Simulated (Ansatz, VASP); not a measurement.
# GaAs (GaAs(110)) in two plane-wave programs, part 3 of 3

Wanted: the spread between two codes on one cell, functional and k mesh. Of the first pair: The structure shown is the end of the VASP relaxation below. Valence electrons are named where the data sets of a main pair hold unlike numbers.

VASP 6.6.1 and Ansatz 0.2.0.

So far: The structure; VASP: relaxation, PBE; Ansatz: single point, PBE; Side by side; Further runs; VASP: band structure, PBE.

## (7) Ansatz: band structure, PBE

Level of this step: Ansatz beside VASP: Kohn-Sham DFT, plane waves, PBE (Ansatz).

The same cell, functional, mesh and smearing now go to Ansatz, which takes its cutoff from its data sets.

The input, input.yaml:

```yaml
crystal:
  lattice:
    - [4.1141877129, 0.0, 0.0]
    - [0.0, 5.8183400617, 0.0]
    - [0.0, 0.0, 32.2185720984]
  atoms:
    - { symbol: Ga, position: [0.0, 0.0598206997, 0.2627288523] }
    - { symbol: Ga, position: [0.5, 0.484863447, 0.3081100286] }
    - { symbol: Ga, position: [0.0, 0.9914529686, 0.3745873848] }
    - { symbol: Ga, position: [0.5, 0.49144081, 0.4366240809] }
    - { symbol: Ga, position: [0.0, 0.993471716, 0.5] }
    - { symbol: Ga, position: [0.5, 0.49144081, 0.5633759191] }
    - { symbol: Ga, position: [0.0, 0.9914529686, 0.6254126152] }
    - { symbol: Ga, position: [0.5, 0.484863447, 0.6918899714] }
    - { symbol: Ga, position: [0.0, 0.0598206997, 0.7372711477] }
    - { symbol: As, position: [0.0, 0.7336872739, 0.311527744] }
    - { symbol: As, position: [0.5, 0.2649965493, 0.2408891962] }
    - { symbol: As, position: [0.0, 0.7395882198, 0.4373072364] }
    - { symbol: As, position: [0.5, 0.2416705215, 0.3731711185] }
    - { symbol: As, position: [0.0, 0.7395882198, 0.5626927636] }
    - { symbol: As, position: [0.5, 0.2414873046, 0.5] }
    - { symbol: As, position: [0.0, 0.7336872739, 0.688472256] }
    - { symbol: As, position: [0.5, 0.2416705215, 0.6268288815] }
    - { symbol: As, position: [0.5, 0.2649965493, 0.7591108038] }
hamiltonian:
  xc: pbe
  pseudopotentials: { kind: paw }
kpoints:
  mp_grid: { grid: [6, 4, 1] }
  band_path:
    path:
      - [0.0, 0.0, 0.0]
      - [0.07692, 0.0, 0.0]
      - [0.15385, 0.0, 0.0]
      - [0.26923, 0.0, 0.0]
      - [0.34615, 0.0, 0.0]
      - [0.42308, 0.0, 0.0]
      - [0.5, 0.0, 0.0]
      - [0.5, 0.07692, 0.0]
      - [0.5, 0.19231, 0.0]
      - [0.5, 0.26923, 0.0]
      - [0.5, 0.34615, 0.0]
      - [0.5, 0.46154, 0.0]
      - [0.5, 0.5, 0.0]
      - [0.42308, 0.5, 0.0]
      - [0.30769, 0.5, 0.0]
      - [0.23077, 0.5, 0.0]
      - [0.11538, 0.5, 0.0]
      - [0.03846, 0.5, 0.0]
      - [0.0, 0.5, 0.0]
      - [0.0, 0.38462, 0.0]
      - [0.0, 0.30769, 0.0]
      - [0.0, 0.23077, 0.0]
      - [0.0, 0.11538, 0.0]
      - [0.0, 0.03846, 0.0]
      - [0.03846, 0.03846, 0.0]
      - [0.11538, 0.11538, 0.0]
      - [0.19231, 0.19231, 0.0]
      - [0.30769, 0.30769, 0.0]
      - [0.38462, 0.38462, 0.0]
      - [0.5, 0.5, 0.0]
    npoints: 1
scf:
  occupations: { method: gaussian, width: 0.03 }
  n_extra_bands: 15
efield:
  axis: 3
  dipole_correction: true
  ramp_width: 0.04
output:
  forces: true
  eigenvalues: true
  write_density: true
  write_potential: true
  elf: true
  volumetric_format: npy
```

Started as:

```bash
> ansatz run input.yaml --threads 8 --pin off --max-ram 18432MiB --backend cpu --events-out ev --progress --plain --runs-dir out
```

Numbers of over 12 decimals in the logs are rounded to 6 here.

Output:

```text
[...]
Crystal: 18 atoms, lattice volume = 771.240 Å³
Basis set: ecut = 420 eV, 15041 PW (Γ), exchange–correlation on 60×80×432 points (8 copies of the dense FFT grid, shifted against one another)
Bands: 141, of which v1, the nominal top of the filled ones, is band 126 counted from 1 (125 counted from 0)
Symmetry: 2 space group operations
[...]
k-point 0: bands = [... 122 lower, 1.7022, 1.7420, 1.8377, 1.9332, 2.5173, 3.3073, 3.4891, 3.5711, ... 11 higher]
  k-point 1: bands = [... 122 lower, 1.3884, 1.3975, 1.4926, 1.5438, 3.1903, 3.2133, 3.3767, 3.4982, ... 11 higher]
  k-point 2: bands = [... 122 lower, 0.9470, 0.9854, 1.1155, 1.1511, 2.8206, 2.9514, 3.1054, 3.4194, ... 11 higher]
  k-point 11: bands = [... 122 lower, 0.7339, 0.8686, 1.1507, 1.2689, 2.8426, 3.4255, 3.4465, 4.3973, ... 11 higher]
[key lines of the parts left out:]
SCF converged after 10 iterations
Free energy (F): -77756.961410 eV
Fermi energy:    2.225275 eV
Dipole field:    D = -0.000121 V/Å  (p = -0.000518 e·Å, saw-weighted, corrected)
Work function:   Φ+ = 4.6562 eV   Φ− = 4.6522 eV
```

It took 1.9 min on 8 threads of Arm Neoverse N1, shared host; peak memory 5.9 GiB.

## (8) Comparison

What differs besides the data sets and the points named for the pairs above, as far as they apply: the data sets hold 252 valence electrons in Ansatz (on its default PAW (the set named soft_2) files) and 72 in VASP. Total energies have different zeros and are not compared.

The two programs side by side:

| quantity | Ansatz | VASP | difference |
| --- | --- | --- | --- |
| gap over the path points (eV) | 0.584 | 0.616 | -0.032 |

Levels at points of the path, from each program's valence-band top (eV; 4 filled, then empty):

| k (reciprocal lattice) | Ansatz | VASP |
| --- | --- | --- |
| 0.000 0.000 0.000 | -0.23 -0.19 -0.10 0.00 0.58 1.37 1.56 | -0.23 -0.19 -0.09 0.00 0.62 1.40 1.56 |
| 0.077 0.000 0.000 | -0.51 -0.43 -0.22 -0.21 1.10 1.71 1.90 | -0.51 -0.43 -0.22 -0.20 1.13 1.73 1.91 |
| 0.154 0.000 0.000 | -0.81 -0.74 -0.50 -0.27 1.63 2.05 2.08 | -0.81 -0.74 -0.49 -0.26 1.66 2.07 2.10 |
| 0.269 0.000 0.000 | -1.31 -1.08 -0.83 -0.43 1.62 1.80 2.13 | -1.30 -1.07 -0.81 -0.43 1.64 1.82 2.14 |
| 0.346 0.000 0.000 | -1.49 -1.21 -0.93 -0.58 1.33 1.47 1.84 | -1.48 -1.20 -0.91 -0.57 1.34 1.48 1.85 |
| 0.423 0.000 0.000 | -1.57 -1.23 -0.99 -0.74 1.13 1.15 1.79 | -1.56 -1.22 -0.97 -0.72 1.14 1.16 1.81 |
| 0.500 0.000 0.000 | -1.54 -1.21 -1.01 -0.82 1.02 1.06 1.72 | -1.52 -1.20 -0.98 -0.80 1.03 1.07 1.73 |
| 0.500 0.077 0.000 | -1.50 -1.21 -0.99 -0.81 1.08 1.08 1.82 | -1.49 -1.21 -0.97 -0.79 1.08 1.09 1.83 |
| 0.500 0.192 0.000 | -1.35 -1.22 -0.94 -0.78 1.21 1.30 2.02 | -1.34 -1.21 -0.92 -0.76 1.22 1.31 2.03 |
| 0.500 0.269 0.000 | -1.24 -1.24 -0.89 -0.75 1.31 1.44 2.11 | -1.24 -1.23 -0.87 -0.73 1.33 1.45 2.13 |

At this near-relaxed geometry the largest component of a force difference is 77 meV/Å. Among the levels compared at these points, filled levels agree within 25 meV and empty ones within 32 meV. With vacuum in the cell, a pressure given here is an average over mostly empty space and none of the material.

## (9) Summary of results

| Quantity | Value |
| --- | --- |
| r.m.s. force difference (single point, PBE) | 16 meV/Å |
| r.m.s. force difference (band structure, PBE) | 16 meV/Å |

The r.m.s. force difference is 16 meV/Å (band structure, PBE), beyond the 12 meV/Å picked in this series as the mark of a large difference. The data sets hold unlike numbers of valence electrons (252 in Ansatz and 72 in VASP), so part of the differences comes from the potentials. For single point, PBE, no further run moves any of the tabulated differences by more than a quarter of its size. What causes the difference of the band structure, PBE pair stays open here. 3 further runs of this series are not shown here. How closely two codes agree says nothing of how well the functional describes the real material.

[Lines on the potential files, build, host, timing and source positions are cut from VASP's logs without a mark.]

[Logs are printed without paths, hosts, clocks, repeated set-up lines and the standing remarks that a program may print on its own settings, such as how far it seeks lower states.]

[Hosts, paths, dates, database ids (printed as entryN), source tags and the programs' standing remarks are cut or masked in the printed files.]
